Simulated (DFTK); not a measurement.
# MgS (Niningerite) (Fm-3m) in DFTK: equation of state

Aim: energy against volume of MgS (Niningerite) in PBEsol, for its equilibrium volume and stiffness.

Program: DFTK 0.8.2. These are calculated values, not measurements. Logs are shortened: lines on timing, memory, paths and dates and some standing lists are left out, and cuts for length are marked.

### 1 Starting point

It takes space group Fm-3m (No. 225, cubic). The conventional cell has a = 5.203 Å, b = 5.203 Å, c = 5.203 Å, α = 90.00°, β = 90.00°, γ = 90.00°. Around S (site symmetry m-3m) lie 6 Mg at 2.60 Å. Mg (site symmetry m-3m) is surrounded by 6 S at 2.60 Å.

### 2 Equation of state, PBEsol

run.jl reads:

```julia
using DFTK
using PseudoPotentialData
using Unitful, UnitfulAtomic
using LinearAlgebra, Printf
include("save.jl")
disable_threading()

# lattice vectors are the columns
lattice = austrip(1u"Å") * [           0.0        2.60165        2.60165;
                  2.60165            0.0        2.60165;
                  2.60165        2.60165            0.0]
symbols   = [:S, :Mg]
positions = [[0.5, 0.5, 0.5],
             [0.0, 0.0, 0.0]]
pseudopotentials = PseudoFamily("dojo.nc.sr.pbesol.v0_4_1.standard.upf")
elements = Dict(s => ElementPsp(s, pseudopotentials) for s in unique(symbols))
atoms    = [elements[s] for s in symbols]

build_model(lattice, positions; symmetries=true) =
    model_DFT(lattice, atoms, positions;
              functionals=PBEsol(),
              temperature=austrip(0.05u"eV"),
              smearing=Smearing.FermiDirac(),
              symmetries)
Ecut  = 42.0  # hartree
kgrid = [9, 9, 9]
tol   = 1e-6
to_GPa = ustrip(uconvert(u"GPa", 1u"hartree/bohr^3"))

results["points"] = []
for scale in [0.94, 0.96, 0.98, 1.0, 1.02, 1.04, 1.06]
    println("\n=== scale = ", scale)
    model = build_model(cbrt(scale) * lattice, positions)
    basis = PlaneWaveBasis(model; Ecut, kgrid)
    t0 = time()
    scfres = self_consistent_field(basis;
                                   tol,
                                   nbandsalg=AdaptiveBands(model; n_bands_converge=13))
    seconds = time() - t0
    @printf "SCF: %d iterations, %.1f s\n" scfres.n_iter seconds
    forces = compute_forces_cart(scfres)
    stress = compute_stresses_cart(scfres)
    @printf "V = %.5f Å^3  F = %.8f Ha  max force = %.5f eV/Å  p = %.4f GPa\n" ustrip(auconvert(u"Å^3", model.unit_cell_volume)) scfres.energies.total ustrip(auconvert(u"eV/Å", maximum(norm, forces))) (-tr(stress) / 3 * to_GPa)
    push!(results["points"], save_scf!(scfres; forces, stress, d=Dict{String,Any}("seconds" => seconds, "n_matvec" => get(scfres, :n_matvec, 0))))
end

# third-order Birch-Murnaghan fit in x = V^(-2/3)
V = [0.94, 0.96, 0.98, 1.0, 1.02, 1.04, 1.06] * abs(det(lattice))
E = [p["total"] for p in results["points"]]
x = V .^ (-2 / 3)
c = [x .^ 0 x x .^ 2 x .^ 3] \ E
Δ = c[3]^2 - 3c[2] * c[4]
if Δ > 0
    x0 = (-c[3] + sqrt(Δ)) / 3c[4]
    B0 = 4 / 9 * x0^(7 / 2) * (2c[3] + 6c[4] * x0)
    @printf "V0 = %.4f Å^3  B0 = %.2f GPa\n" ustrip(auconvert(u"Å^3", x0^(-3 / 2))) B0 * to_GPa
end
```

Potentials or basis: dojo.nc.sr.pbesol.v0_4_1.standard.upf (PBEsol).

Launch:

```sh
julia --threads=1 run.jl  # save.jl only writes the numbers to a file and isn't shown; printed stress counts tension as positive; times include loading and compiling
```

Output:

```text
=== scale = 0.94
n     Energy            log10(ΔE)   log10(Δρ)   Diag   Δtime
---   ---------------   ---------   ---------   ----   ------
  1   -70.41686678319                   -0.99    4.7    16.5s
  2   -70.43032824815       -1.87       -1.69    2.0    11.1s
  3   -70.43053554515       -3.68       -2.11    2.6    11.5s
  4   -70.43054837069       -4.89       -2.90    1.6    9.65s
  5   -70.43054928049       -6.04       -3.68    2.9    11.9s
  6   -70.43054930087       -7.69       -4.11    2.6    10.8s
  7   -70.43054930190       -8.99       -5.00    1.9    7.15s
  8   -70.43054930196      -10.21       -5.63    3.3    10.0s
  9   -70.43054930196      -11.64       -6.48    2.3    10.1s
SCF: 9 iterations, 100.1 s
V = 33.10583 Å^3  F = -70.43054930 Ha  max force = 0.00000 eV/Å  p = 4.3390 GPa

=== scale = 0.96
n     Energy            log10(ΔE)   log10(Δρ)   Diag   Δtime
---   ---------------   ---------   ---------   ----   ------
  1   -70.41704477975                   -0.99    4.7    16.8s
[... 43 further cycles ...]
  9   -70.43059568309      -11.89       -6.70    2.9    9.76s
SCF: 9 iterations, 90.0 s
V = 36.62773 Å^3  F = -70.43059568 Ha  max force = 0.00000 eV/Å  p = -3.5863 GPa

=== scale = 1.06
n     Energy            log10(ΔE)   log10(Δρ)   Diag   Δtime
---   ---------------   ---------   ---------   ----   ------
  1   -70.41370597868                   -0.98    4.7    16.2s
  2   -70.42969085354       -1.80       -1.71    2.0    9.87s
  3   -70.42991179697       -3.66       -2.10    2.7    8.42s
  4   -70.42992338153       -4.94       -2.94    1.5    8.67s
  5   -70.42992413848       -6.12       -3.57    3.1    12.0s
  6   -70.42992415118       -7.90       -4.13    2.0    10.8s
  7   -70.42992415268       -8.82       -5.17    2.2    11.0s
  8   -70.42992415270      -10.60       -5.87    3.6    12.1s
  9   -70.42992415270      -11.86       -6.65    2.4    10.3s
SCF: 9 iterations, 100.6 s
V = 37.33210 Å^3  F = -70.42992415 Ha  max force = 0.00000 eV/Å  p = -4.7397 GPa
V0 = 34.8171 Å^3  B0 = 78.06 GPa
```

Run time: 23 min. Hardware: 1 thread of Intel Xeon Platinum 8259CL at 2.50GHz (Skylake/Cascade Lake), shared host; peak memory 1.7 GiB.

What came out:

| Item | Value |
| --- | --- |
| Equilibrium volume | 17.41 Å³/atom |
| Bulk modulus | 78 GPa |
| Pressure derivative of the bulk modulus | 4.1 |

Energy against volume, from the lowest point:
```csv
volume (Å³/atom),energy (meV/atom)
16.553,10.83
16.905,3.40
17.257,0.00
17.609,0.23
17.962,3.74
18.314,10.20
18.666,19.34
```

### 3 Single point, PBEsol, 16.55 Å³/atom (volume scaled by 0.94)

run.jl is that of step 2.

Potentials or basis: dojo.nc.sr.pbesol.v0_4_1.standard.upf (PBEsol).

Launch:

```sh
julia --threads=1 run.jl  # one pass of the loop, scale = 0.94; save.jl only writes the numbers to a file and isn't shown; printed stress counts tension as positive; times include loading and compiling
```

Output:

```text
=== scale = 0.94
n     Energy            log10(ΔE)   log10(Δρ)   Diag   Δtime
---   ---------------   ---------   ---------   ----   ------
  1   -70.41686678319                   -0.99    4.7    16.5s
  2   -70.43032824815       -1.87       -1.69    2.0    11.1s
  3   -70.43053554515       -3.68       -2.11    2.6    11.5s
  4   -70.43054837069       -4.89       -2.90    1.6    9.65s
  5   -70.43054928049       -6.04       -3.68    2.9    11.9s
  6   -70.43054930087       -7.69       -4.11    2.6    10.8s
  7   -70.43054930190       -8.99       -5.00    1.9    7.15s
  8   -70.43054930196      -10.21       -5.63    3.3    10.0s
  9   -70.43054930196      -11.64       -6.48    2.3    10.1s
SCF: 9 iterations, 100.1 s
V = 33.10583 Å^3  F = -70.43054930 Ha  max force = 0.00000 eV/Å  p = 4.3390 GPa
```

Run time: 1.7 min. Hardware: 1 thread of Intel Xeon Platinum 8259CL at 2.50GHz (Skylake/Cascade Lake), shared host.

What came out:

- Free energy: -1916.5129 eV
- Pressure: 4.3 GPa
- Band gap on the k mesh: 2.96 eV, indirect (least direct gap 4.09 eV)

Caveat: an odd mesh through Γ misses points on the zone boundary, where band edges often lie.

### 4 Single point, PBEsol, 16.91 Å³/atom (volume scaled by 0.96)

run.jl is that of step 3.

Launch:

```sh
julia --threads=1 run.jl  # one pass of the loop, scale = 0.96; save.jl only writes the numbers to a file and isn't shown; printed stress counts tension as positive; times include loading and compiling
```

It took 88 s on 1 thread of Intel Xeon Platinum 8259CL at 2.50GHz (Skylake/Cascade Lake), shared host.

Results (log left out):

| Property | Result |
| --- | --- |
| Free energy | -1916.5277 eV |
| Pressure | 2.4 GPa |
| Band gap on the k mesh | 2.92 eV, indirect (least direct gap 3.92 eV) |

Caveat: an odd mesh through Γ misses points on the zone boundary, where band edges often lie.

### 5 Single point, PBEsol, 17.26 Å³/atom (volume scaled by 0.98)

run.jl is that of step 4.

Launch:

```sh
julia --threads=1 run.jl  # one pass of the loop, scale = 0.98; save.jl only writes the numbers to a file and isn't shown; printed stress counts tension as positive; times include loading and compiling
```

It took 97 s on 1 thread of Intel Xeon Platinum 8259CL at 2.50GHz (Skylake/Cascade Lake), shared host.

It converged, with:

```yaml
Free_energy: -1916.5345 eV
Pressure: 0.7 GPa
Band_gap_on_the_k_mesh: 2.87 eV, indirect (least direct gap 3.75 eV)
```

Caveat: an odd mesh through Γ misses points on the zone boundary, where band edges often lie.

### 6 Single point, PBEsol, 17.61 Å³/atom

run.jl is that of step 5.

Potentials or basis: dojo.nc.sr.pbesol.v0_4_1.standard.upf (PBEsol).

Launch:

```sh
julia --threads=1 run.jl  # one pass of the loop, scale = 1.0; save.jl only writes the numbers to a file and isn't shown; printed stress counts tension as positive; times include loading and compiling
```

It took 1.7 min on 1 thread of Intel Xeon Platinum 8259CL at 2.50GHz (Skylake/Cascade Lake), shared host.

It converged, with:

| Item | Value |
| --- | --- |
| Free energy | -1916.5341 eV |
| Pressure | -0.9 GPa |
| Band gap on the k mesh | 2.83 eV, indirect (least direct gap 3.59 eV) |

Caveat: an odd mesh through Γ misses points on the zone boundary, where band edges often lie.

### 7 Single point, PBEsol, 17.96 Å³/atom (volume scaled by 1.02)

run.jl is that of step 6.

Launch:

```sh
julia --threads=1 run.jl  # one pass of the loop, scale = 1.02; save.jl only writes the numbers to a file and isn't shown; printed stress counts tension as positive; times include loading and compiling
```

Wall time 90 s (1 thread of Intel Xeon Platinum 8259CL at 2.50GHz (Skylake/Cascade Lake), shared host).

It converged, with:

| Item | Value |
| --- | --- |
| Free energy | -1916.5271 eV |
| Pressure | -2.3 GPa |
| Band gap on the k mesh | 2.79 eV, indirect (least direct gap 3.44 eV) |

Caveat: an odd mesh through Γ misses points on the zone boundary, where band edges often lie.

### 8 Single point, PBEsol, 18.31 Å³/atom (volume scaled by 1.04)

run.jl is that of step 7.

Launch:

```sh
julia --threads=1 run.jl  # one pass of the loop, scale = 1.04; save.jl only writes the numbers to a file and isn't shown; printed stress counts tension as positive; times include loading and compiling
```

Run time: 90 s. Hardware: 1 thread of Intel Xeon Platinum 8259CL at 2.50GHz (Skylake/Cascade Lake), shared host.

Results (log left out):

* Free energy: -1916.5141 eV
* Pressure: -3.6 GPa
* Band gap on the k mesh: 2.75 eV, indirect (least direct gap 3.29 eV)

Caveat: an odd mesh through Γ misses points on the zone boundary, where band edges often lie.

### 9 Single point, PBEsol, 18.67 Å³/atom (volume scaled by 1.06)

run.jl is that of step 8.

Potentials or basis: dojo.nc.sr.pbesol.v0_4_1.standard.upf (PBEsol).

Launch:

```sh
julia --threads=1 run.jl  # one pass of the loop, scale = 1.06; save.jl only writes the numbers to a file and isn't shown; printed stress counts tension as positive; times include loading and compiling
```

Wall time 1.7 min (1 thread of Intel Xeon Platinum 8259CL at 2.50GHz (Skylake/Cascade Lake), shared host).

It converged, with:

| Quantity | Value |
| --- | --- |
| Free energy | -1916.4959 eV |
| Pressure | -4.7 GPa |
| Band gap on the k mesh | 2.71 eV, indirect (least direct gap 3.15 eV) |

Caveat: an odd mesh through Γ misses points on the zone boundary, where band edges often lie.
